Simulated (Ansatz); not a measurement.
Runs of Ansatz 0.2.0 on Fe. The structure is cubic, space group Im-3m (No. 229). The conventional cell has a = 2.886 Å, b = 2.886 Å, c = 2.886 Å, α = 90.00°, β = 90.00°, γ = 90.00°. Around Fe (site symmetry m-3m) lie 8 Fe at 2.50 Å. 

```tsv
cell	target pressure (GPa)	gap on the mesh (eV)	pressure (GPa)	moment (μB)
relaxed to 30 GPa	30	none	30.0	1.99
relaxed to 10 GPa	10	none	10.0	(a)
relaxed to 2 GPa	2	none	2.0	2.10
relaxed	0	none	0.0	2.12
relaxed to 5 GPa	5	none	5.0	(b)
```

Alike in all rows: task relaxation of cell and atoms; level PBE; potentials or basis Ansatz PAW; spin collinear, ferromagnetic start; k mesh 13 × 13 × 13; cutoff (eV) 420; smearing fermi-dirac 0.05 eV.

Fill in the values left out.

(a) 2.06; (b) 2.09.

Caveats: the plane-wave basis is chosen anew once the cell has moved, so the energies of steps on either side of that aren't comparable.

A gap of «none» marks a metal or a gap under the smearing width.
